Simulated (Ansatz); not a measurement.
# InP (Fm-3m) in Ansatz: settings compared

The runs below take InP through relaxation of cell and atoms, with LDA, PBEsol.

Program: Ansatz 0.2.0. These are calculated values, not measurements. Logs are shortened: lines on timing, memory, paths and dates and some standing lists are left out, and cuts for length are marked.

### Step 1. The structure

It takes space group Fm-3m (No. 225, cubic). Conventional cell: a = 5.538 Å, b = 5.538 Å, c = 5.538 Å, α = 90.00°, β = 90.00°, γ = 90.00°. In (site symmetry m-3m) has 6 P at 2.77 Å as nearest neighbours. P (site symmetry m-3m) has 6 In at 2.77 Å as nearest neighbours.

Measurements of this composition are mostly on another form, of space group No. 216.

### Step 2. Relaxation of cell and atoms, LDA

input.yaml

```yaml
crystal:
  lattice:
    - [0.0, 2.768834, 2.768834]
    - [2.768834, 0.0, 2.768834]
    - [2.768834, 2.768834, 0.0]
  atoms:
    - { symbol: In, position: [0.0, 0.0, 0.0] }
    - { symbol: P, position: [0.5, 0.5, 0.5] }
hamiltonian:
  xc: lda
  pseudopotentials: { kind: paw }
kpoints:
  mp_grid: { grid: [8, 8, 8] }
scf:
  occupations: { method: fermi_dirac, width: 0.05 }
output:
  forces: true
  stress: true
  eigenvalues: true
relax:
  f_tol: 0.01
  max_steps: 40
  cell: { stress_tol: 0.05 }
```

Potentials or basis: Ansatz PAW.

The run is started by

```console
> ansatz run input.yaml --threads 2 --pin off --max-ram 5632MiB --backend cpu --events-out ev --progress --plain --runs-dir out
```

The log of the run:

```text
Warning: RAYON_NUM_THREADS=2 ignored (pool sized by the plan → 2); use --threads N
Engine: ansatz 0.2.0, aarch64-unknown-linux-gnu
Pseudopotentials: kind: paw
Pseudopotential: In, paw, valence charge 13, recommended cutoff 420 eV (normal), In.paw.azcp
Pseudopotential: P, paw, valence charge 5, recommended cutoff 420 eV (normal), P.paw.azcp
Functional definition: SPW92
  exchange = slater_x
  correlation = pw_c
Crystal: 2 atoms, lattice volume = 42.454 Å³
Basis set: ecut = 420 eV, 869 PW (Γ)
Bands: 13, of which v1, the nominal top of the filled ones, is band 9 counted from 1 (8 counted from 0)
Symmetry: 48 space group operations
Space group: Fm-3m (ITA 225), of the structure as read, at distance tolerance 3.5e-5 Å
k-points: 29 of 512
Non-local potential: In, projectors of the file, l = 0: 2, l = 1: 2, l = 2: 2, l = 3: 2
Non-local potential: P, projectors of the file, l = 0: 2, l = 1: 2, l = 2: 2
PAW form: soft (Blöchl's): semilocal exchange-correlation on the pseudo side does not see the compensation charge
PAW frozen core: In, regenerated for the run's functional, and the local potential with it (the file was generated under x = pbe(κ = 0.804, μ = 0.2195149727645171), c = pbe(β = 0.06672455060314922))
PAW frozen core: P, regenerated for the run's functional, and the local potential with it (the file was generated under x = pbe(κ = 0.804, μ = 0.2195149727645171), c = pbe(β = 0.06672455060314922))
PAW one-centre angular grid: In, 590 points (default); XC on 64 Gauss nodes
PAW one-centre angular grid: P, 110 points (default); XC on 64 Gauss nodes
Initial density: superposition of atomic densities (neutral atoms: chi_scale 0, normalization atom), corrected by the library's trained network
Initial wavefunctions: pseudopotential atomic-orbital guess
Functional: x = slater, c = lda
SCF iter   1: F=—  HF=-6183.163256 eV  |F-HF|=—  |Δ(HF+E_count)|=         —  Δρ=1.00e-2  dr2=4.71e-2  ethr=1.77e-3  ⟨swp⟩=6.3  Hψ=2471  notcnv=0
preconditioner: auto → Kerker (q_TF=auto, 2.365 Å⁻¹)  [metal: Δε(μ)=0.048 eV  Ē_g=14.640 eV  σ=0.050 eV  W_gap=0.23  n_scr=14 (ndim 8)  ℏωp=24.2 eV  f_vac=0.000  D(μ)=1.65/eV (n_scr^D=14)]
SCF iter   2: F=—  HF=-6183.151251 eV  |F-HF|=—  |Δ(HF+E_count)|=   1.20e-2  Δρ=5.26e-3  dr2=1.20e-2  ethr=2.61e-4  ⟨swp⟩=1.7  Hψ=648  notcnv=0
SCF iter   3: F=—  HF=-6183.147699 eV  |F-HF|=—  |Δ(HF+E_count)|=   3.55e-3  Δρ=9.81e-4  dr2=3.00e-4  ethr=6.69e-5  ⟨swp⟩=2.8  Hψ=663  notcnv=0
SCF iter   4: F=—  HF=-6183.147629 eV  |F-HF|=—  |Δ(HF+E_count)|=   7.07e-5  Δρ=2.38e-4  dr2=1.87e-5  ethr=1.67e-6  ⟨swp⟩=2.0  Hψ=624  notcnv=0
SCF iter   5: F=—  HF=-6183.147625 eV  |F-HF|=—  |Δ(HF+E_count)|=   3.77e-6  Δρ=1.03e-4  dr2=3.34e-6  ethr=1.04e-7  ⟨swp⟩=1.5  Hψ=404  notcnv=0
SCF iter   6: F=—  HF=-6183.147625 eV  |F-HF|=—  |Δ(HF+E_count)|=   1.25e-7  Δρ=3.74e-5  dr2=4.46e-7  ethr=1.85e-8  ⟨swp⟩=1.8  Hψ=422  notcnv=0
SCF iter   7: F=-6183.147625 eV  HF=-6183.147625 eV  |F-HF|=3.76e-9  |Δ(HF+E_count)|=   1.26e-7  Δρ=4.19e-6  dr2=1.10e-8  ethr=5.56e-10  ⟨swp⟩=7.0  Hψ=1968  notcnv=0
SCF 1 converged in 7 iterations: F = -6183.147625 eV  dr2 = 1.10e-8
relax step   1: F+E_penalty+E_count = -6183.14762461 eV  Δ(F+E_penalty+E_count) = +0.000e0 eV  max|allowed force component| = 1.446e-30 eV/Å  Δτ_max = 0.0000 Å  P = -5.116 GPa  Ω = 42.454 Å³  (7 SCF iters, dr2 threshold 1.00e-7 eV, accepted)
Crystal: 2 atoms, lattice volume = 37.748 Å³
Basis set: ecut = 420 eV, 725 PW (Γ)
Initial density: handed on by an earlier stage of this run
Initial wavefunctions: those handed on with the density
iter 1 solved again at ethr=1.89e-4 eV; its pass at ethr=3.10e-3 eV (dr2=3.40e-2 eV) is discarded
SCF iter   1: F=—  HF=-6183.177156 eV  |F-HF|=—  |Δ(HF+E_count)|=         —  Δρ=6.99e-3  dr2=3.36e-2  ethr=1.89e-4  ⟨swp⟩=1.4  Hψ=2991  notcnv=0
preconditioner: auto → Kerker (q_TF=auto, 2.412 Å⁻¹)  [metal: Δε(μ)=0.083 eV  Ē_g=15.135 eV  σ=0.050 eV  W_gap=0.36  n_scr=14 (ndim 8)  ℏωp=25.6 eV  f_vac=0.000  D(μ)=1.27/eV (n_scr^D=14)]
SCF iter   2: F=—  HF=-6183.168441 eV  |F-HF|=—  |Δ(HF+E_count)|=   8.72e-3  Δρ=3.39e-3  dr2=7.12e-3  ethr=1.87e-4  ⟨swp⟩=2.1  Hψ=493  notcnv=0
SCF iter   3: F=—  HF=-6183.166595 eV  |F-HF|=—  |Δ(HF+E_count)|=   1.85e-3  Δρ=7.07e-4  dr2=1.69e-4  ethr=3.96e-5  ⟨swp⟩=2.0  Hψ=476  notcnv=0
SCF iter   4: F=—  HF=-6183.166589 eV  |F-HF|=—  |Δ(HF+E_count)|=   5.88e-6  Δρ=1.84e-4  dr2=1.39e-5  ethr=9.38e-7  ⟨swp⟩=2.2  Hψ=497  notcnv=0
SCF iter   5: F=—  HF=-6183.166591 eV  |F-HF|=—  |Δ(HF+E_count)|=   1.37e-6  Δρ=4.51e-5  dr2=1.05e-6  ethr=7.75e-8  ⟨swp⟩=2.2  Hψ=575  notcnv=0
SCF iter   6: F=-6183.166591 eV  HF=-6183.166591 eV  |F-HF|=8.08e-9  |Δ(HF+E_count)|=   3.74e-8  Δρ=8.68e-6  dr2=2.74e-8  ethr=1.11e-9  ⟨swp⟩=7.0  Hψ=1992  notcnv=0
SCF 2 converged in 6 iterations: F = -6183.166591 eV  dr2 = 2.74e-8
relax step   2: F+E_penalty+E_count = -6183.16659068 eV  Δ(F+E_penalty+E_count) = -1.897e-2 eV  max|allowed force component| = 1.183e-30 eV/Å  Δτ_max = 0.0000 Å  P = +5.056 GPa  Ω = 37.748 Å³  energy of the carried Pulay correction = +1.123e-3 eV  (6 SCF iters, dr2 threshold 2.00e-7 eV, accepted)
Crystal: 2 atoms, lattice volume = 39.949 Å³
Basis set: ecut = 420 eV, 749 PW (Γ)
iter 1 solved again at ethr=5.80e-5 eV; its pass at ethr=3.10e-3 eV (dr2=1.04e-2 eV) is discarded
SCF iter   1: F=—  HF=-6183.197913 eV  |F-HF|=—  |Δ(HF+E_count)|=         —  Δρ=3.71e-3  dr2=1.04e-2  ethr=5.80e-5  ⟨swp⟩=1.9  Hψ=2930  notcnv=0
preconditioner: auto → Kerker (q_TF=auto, 2.389 Å⁻¹)  [metal: Δε(μ)=0.011 eV  Ē_g=14.968 eV  σ=0.050 eV  W_gap=0.05  n_scr=14 (ndim 8)  ℏωp=24.9 eV  f_vac=0.000  D(μ)=1.81/eV (n_scr^D=14)]
SCF iter   2: F=—  HF=-6183.195308 eV  |F-HF|=—  |Δ(HF+E_count)|=   2.61e-3  Δρ=1.70e-3  dr2=1.98e-3  ethr=5.80e-5  ⟨swp⟩=1.3  Hψ=390  notcnv=0
SCF iter   3: F=—  HF=-6183.194820 eV  |F-HF|=—  |Δ(HF+E_count)|=   4.88e-4  Δρ=3.94e-4  dr2=6.06e-5  ethr=1.10e-5  ⟨swp⟩=2.0  Hψ=453  notcnv=0
SCF iter   4: F=—  HF=-6183.194823 eV  |F-HF|=—  |Δ(HF+E_count)|=   2.77e-6  Δρ=9.41e-5  dr2=4.01e-6  ethr=3.36e-7  ⟨swp⟩=2.4  Hψ=506  notcnv=0
SCF iter   5: F=—  HF=-6183.194824 eV  |F-HF|=—  |Δ(HF+E_count)|=   4.12e-7  Δρ=2.54e-5  dr2=3.72e-7  ethr=2.23e-8  ⟨swp⟩=2.2  Hψ=599  notcnv=0
SCF iter   6: F=-6183.194824 eV  HF=-6183.194824 eV  |F-HF|=2.16e-9  |Δ(HF+E_count)|=   6.67e-9  Δρ=5.11e-6  dr2=8.45e-9  ethr=1.11e-9  ⟨swp⟩=6.3  Hψ=1751  notcnv=0
SCF 3 converged in 6 iterations: F = -6183.194824 eV  dr2 = 8.45e-9
relax step   3: F+E_penalty+E_count = -6183.19482362 eV  Δ(F+E_penalty+E_count) = -2.823e-2 eV  max|allowed force component| = 5.259e-31 eV/Å  Δτ_max = 0.0000 Å  P = -0.569 GPa  Ω = 39.949 Å³  energy of the carried Pulay correction = +5.816e-4 eV  (6 SCF iters, dr2 threshold 2.00e-7 eV, accepted)
Crystal: 2 atoms, lattice volume = 39.715 Å³
iter 1 solved again at ethr=4.96e-7 eV; its pass at ethr=3.10e-3 eV (dr2=8.93e-5 eV) is discarded
SCF iter   1: F=—  HF=-6183.195365 eV  |F-HF|=—  |Δ(HF+E_count)|=         —  Δρ=3.68e-4  dr2=1.01e-4  ethr=4.96e-7  ⟨swp⟩=2.7  Hψ=2670  notcnv=0
preconditioner: auto → Kerker (q_TF=auto, 2.391 Å⁻¹)  [metal: Δε(μ)=0.040 eV  Ē_g=14.950 eV  σ=0.050 eV  W_gap=0.20  n_scr=14 (ndim 8)  ℏωp=25.0 eV  f_vac=0.000  D(μ)=1.74/eV (n_scr^D=14)]
SCF iter   2: F=—  HF=-6183.195340 eV  |F-HF|=—  |Δ(HF+E_count)|=   2.52e-5  Δρ=1.70e-4  dr2=1.95e-5  ethr=4.96e-7  ⟨swp⟩=1.2  Hψ=398  notcnv=0
SCF iter   3: F=—  HF=-6183.195335 eV  |F-HF|=—  |Δ(HF+E_count)|=   4.72e-6  Δρ=3.81e-5  dr2=5.41e-7  ethr=1.08e-7  ⟨swp⟩=2.0  Hψ=447  notcnv=0
SCF iter   4: F=-6183.195335 eV  HF=-6183.195335 eV  |F-HF|=4.82e-11  |Δ(HF+E_count)|=   1.58e-8  Δρ=8.37e-6  dr2=3.23e-8  ethr=1.11e-9  ⟨swp⟩=6.9  Hψ=1904  notcnv=0
SCF 4 converged in 4 iterations: F = -6183.195335 eV  dr2 = 3.23e-8
relax step   4: F+E_penalty+E_count = -6183.19533521 eV  Δ(F+E_penalty+E_count) = -5.116e-4 eV  max|allowed force component| = 1.085e-30 eV/Å  Δτ_max = 0.0000 Å  P = -0.052 GPa  Ω = 39.715 Å³  energy of the carried Pulay correction = +6.377e-4 eV  (4 SCF iters, dr2 threshold 2.00e-7 eV, accepted)
Crystal: 2 atoms, lattice volume = 39.693 Å³
iter 1 solved again at ethr=5.40e-9 eV; its pass at ethr=3.10e-3 eV (dr2=9.72e-7 eV) is discarded
SCF iter   1: F=—  HF=-6183.195345 eV  |F-HF|=—  |Δ(HF+E_count)|=         —  Δρ=3.90e-5  dr2=1.07e-6  ethr=5.40e-9  ⟨swp⟩=2.7  Hψ=2652  notcnv=0
preconditioner: auto → Kerker (q_TF=auto, 2.391 Å⁻¹)  [metal: Δε(μ)=0.037 eV  Ē_g=14.957 eV  σ=0.050 eV  W_gap=0.18  n_scr=14 (ndim 8)  ℏωp=25.0 eV  f_vac=0.000  D(μ)=1.75/eV (n_scr^D=14)]
SCF iter   2: F=—  HF=-6183.195344 eV  |F-HF|=—  |Δ(HF+E_count)|=   2.38e-7  Δρ=1.98e-5  dr2=2.45e-7  ethr=5.40e-9  ⟨swp⟩=1.1  Hψ=380  notcnv=0
SCF iter   3: F=—  HF=-6183.195344 eV  |F-HF|=—  |Δ(HF+E_count)|=   4.20e-8  Δρ=5.32e-6  dr2=1.17e-8  ethr=1.36e-9  ⟨swp⟩=2.1  Hψ=445  notcnv=0
SCF iter   4: F=-6183.195344 eV  HF=-6183.195344 eV  |F-HF|=1.51e-10  |Δ(HF+E_count)|=   1.69e-9  Δρ=1.01e-6  dr2=5.80e-10  ethr=3.78e-11  ⟨swp⟩=5.4  Hψ=1564  notcnv=0
SCF 5 converged in 4 iterations: F = -6183.195344 eV  dr2 = 5.80e-10
relax step   5: F+E_penalty+E_count = -6183.19534444 eV  Δ(F+E_penalty+E_count) = -9.221e-6 eV  max|allowed force component| = 1.709e-30 eV/Å  Δτ_max = 0.0000 Å  P = -0.001 GPa  Ω = 39.693 Å³  energy of the carried Pulay correction = +6.432e-4 eV  (4 SCF iters, dr2 threshold 6.80e-9 eV, accepted)
Initial wavefunctions: pseudopotential atomic-orbital guess (no wavefunctions were taken with the density)
iter 1 solved again at ethr=1.33e-6 eV; its pass at ethr=3.10e-3 eV (dr2=2.40e-4 eV) is discarded
SCF iter   1: F=—  HF=-6183.194765 eV  |F-HF|=—  |Δ(HF+E_count)|=         —  Δρ=7.76e-5  dr2=3.62e-7  ethr=1.33e-6  ⟨swp⟩=2.8  Hψ=3397  notcnv=0
eigensolver tolerance schedule: the retry pair's looser diagonalisation over-reported the residual by 662.54 of it (diagonalisation noise at 0.40 of the residual, at the tolerance the schedule requests for it); recorded, not acted on — ethr = c·dr2/N_el stays at c = 1.0e-1
preconditioner: auto → Kerker (q_TF=auto, 2.391 Å⁻¹)  [metal: Δε(μ)=0.036 eV  Ē_g=14.957 eV  σ=0.050 eV  W_gap=0.18  n_scr=14 (ndim 8)  ℏωp=25.0 eV  f_vac=0.000  D(μ)=1.75/eV (n_scr^D=14)]
SCF iter   2: F=—  HF=-6183.194767 eV  |F-HF|=—  |Δ(HF+E_count)|=   1.40e-6  Δρ=4.00e-5  dr2=9.17e-8  ethr=2.01e-9  ⟨swp⟩=2.5  Hψ=666  notcnv=0
SCF iter   3: F=—  HF=-6183.194767 eV  |F-HF|=—  |Δ(HF+E_count)|=   4.44e-8  Δρ=6.23e-6  dr2=6.76e-9  ethr=5.09e-10  ⟨swp⟩=2.0  Hψ=574  notcnv=0
SCF iter   4: F=—  HF=-6183.194767 eV  |F-HF|=—  |Δ(HF+E_count)|=   1.41e-9  Δρ=1.19e-6  dr2=2.14e-10  ethr=3.76e-11  ⟨swp⟩=2.1  Hψ=628  notcnv=0
SCF iter   5: F=-6183.194767 eV  HF=-6183.194767 eV  |F-HF|=3.64e-12  |Δ(HF+E_count)|=  1.03e-10  Δρ=2.49e-7  dr2=1.57e-11  ethr=1.00e-12  ⟨swp⟩=7.9  Hψ=2151  notcnv=0
SCF 6 converged in 5 iterations: F = -6183.194767 eV  dr2 = 1.57e-11
relax step   6: F+E_penalty+E_count = -6183.19476685 eV  Δ(F+E_penalty+E_count) = +5.776e-4 eV  max|allowed force component| = 1.874e-30 eV/Å  Δτ_max = 0.0000 Å  P = -0.008 GPa  Ω = 39.693 Å³  stress off target by 7.89e-3 GPa  SCF on the basis re-selected at this cell (its energy is not comparable with the rows above)  (5 SCF iters)
basis re-selected at this cell: Δ(F+E_penalty+E_count) = +5.776e-4 eV, ΔP = -0.007 GPa vs the last step (what re-selecting the basis moved, of the pressure what is left beyond the Pulay correction that the steps carried, after the strain that the cell walked since its last selection, with what the two solves' SCF thresholds leave and, on support functions, any second-order correction that the steps lacked; it is no measure of the basis error at this ecutwfc). This SCF's stress stands 7.89e-3 GPa from its target on what of the cell is left free (relax.cell.stress_tol is 5.00e-2 GPa) and its largest allowed force component is 1.87e-30 eV/Å (relax.f_tol is 1.00e-2 eV/Å): within both
SCF converged after 5 iterations
Free energy (F): -6183.194767 eV
Harris-Foulkes:  -6183.194767 eV  (|F-HF|=3.64e-12)
Internal energy: -6183.181715 eV  (E = F + TS)
E sigma→0 (E₀):  -6183.188241 eV
Entropy (-TS):   -0.013052 eV (-6.526 meV/atom)
Fermi energy:    10.003059 eV
--- Per-component energies (eV) ---
  E_band       = -2.684599
  E_kinetic    = 314.981721
  E_local      = -1156.159139  (includes V_loc(G=0)·N_el)
  E_nonlocal   = 406.047509
  E_hartree    = 453.741691
  E_xc         = -275.069824
  E_vxc        = -162.500499  (∫ρ·V_xc dr)
  E_paw        = -4556.102178  (= ΣΔE_a)
  E_vpaw       = -312.537663  (= ΣTr[D̂ρ^β])
  E_aug_tail   = 0.000028  (compensation charges beyond the density's cutoff)
  E_ewald      = -1371.023411
  E_core_change = 0.401888  (= ΣΔE_core)
  E_smearing   = -0.013052  (= −TS)
  E_closure    = 0.000000  (closes the sum)
  Σ components = -6183.194767   (vs F -6183.194767, Δ=0.00e0)
--- Forces (eV/Å), atoms counted from 1 ---
  atom   1  In     0.00000000    -0.00000000    -0.00000000
  atom   2  P      0.00000000    -0.00000000    -0.00000000
  max |Σ_I F_I| component: 5.26e-30 eV/Å
--- Stress (GPa, compression-positive) ---
       -0.007891       0.000000       0.000000
        0.000000      -0.007891      -0.000000
        0.000000       0.000000      -0.007891
  P = ⅓ Tr σ = -0.0079 GPa (-0.079 kbar)
--- Band table (eV; the first three rows and the last of 29) ---
  k-point 0: bands = ["-4.3458", "-4.3458", "-4.3176", "-4.3176", "-4.3176", "-2.6236", "9.5902", "9.5902", "9.5902", "10.8046", "17.0338", "17.0338", "17.0338"]
  k-point 1: bands = ["-4.3556", "-4.3556", "-4.3189", "-4.3044", "-4.3044", "-2.4126", "7.9028", "9.6309", "9.6309", "12.1352", "16.0547", "16.5895", "16.5895"]
  k-point 2: bands = ["-4.3841", "-4.3841", "-4.3253", "-4.2672", "-4.2672", "-1.7971", "5.7203", "9.7677", "9.7677", "12.8298", "14.9538", "14.9538", "15.5369"]
  k-point 28: bands = ["-4.6412", "-4.3526", "-4.2889", "-4.2889", "-4.1729", "1.0988", "4.8666", "5.6789", "5.6789", "12.4890", "14.5570", "16.6647", "16.6647"]
--- Relaxed structure (5 steps of the walk, 5 accepted, 1 SCFs on fresh bases) ---
  F+E_penalty+E_count = -6183.19476685 eV   max|allowed force component| = 1.874e-30 eV/Å   (the final SCF, on the basis selected at the relaxed cell)
  cell:  # Å, volume = 39.6926 Å³
    - [4.633603943301061e-34, 2.707445579710208, 2.707445579710208]
    - [2.707445579710208, 8.02521095092392e-34, 2.707445579710208]
    - [2.707445579710208, 2.707445579710208, 4.2992201527556494e-35]
  atoms:
    - { symbol: In, position: [3.169935245705937e-37, -8.151262060402936e-37, -2.2642394612247405e-36] }
    - { symbol: P, position: [0.5, 0.5, 0.5] }
```

Run time: 4.5 s. Hardware: 2 threads of Arm Neoverse V1, shared host; peak memory 0.3 GiB.

What came out:

```yaml
Free_energy: -6183.1948 eV
Relaxed_volume: 19.85 Å³/atom
Relaxed_cell: a = 3.829 Å, b = 3.829 Å, c = 3.829 Å, α = 60.00°, β = 60.00°, γ = 60.00°
Space_group_after_relaxing_to_0.05_Å: Fm-3m (No. 225)
Energy_gained_by_relaxing: 23.6 meV/atom
Ionic_steps: 6
Pressure_after_relaxing: 0.0 GPa
Band_gap_on_the_k_mesh: none (metal or under the smearing width)
```

The path:
| step | energy change (eV) | largest force (eV/Å) | volume (Å³) |
| --- | --- | --- | --- |
| 1 | 0.0000 | 0.0000 | 42.45 |
| 2 | -0.0190 | 0.0000 | 37.75 |
| 3 | -0.0472 | 0.0000 | 39.95 |
| 4 | -0.0477 | 0.0000 | 39.72 |
| 5 | -0.0477 | 0.0000 | 39.69 |
| 6 | -0.0471 | 0.0000 | 39.69 |

Final structure:
```yaml
crystal:
  lattice:
    - [0.00000, 2.70745, 2.70745]
    - [2.70745, 0.00000, 2.70745]
    - [2.70745, 2.70745, 0.00000]
  atoms:
    - { symbol: In, position: [0.00000, 0.00000, 0.00000] }
    - { symbol: P, position: [0.50000, 0.50000, 0.50000] }
```

Caveat: the plane-wave basis is chosen anew once the cell has moved, so the energies of steps on either side of that aren't comparable; the PAW data sets come from PBE, with cores solved anew for the run's functional, which leaves a small shift of forces and pressure.

(Part 1 of 2 ends here.)
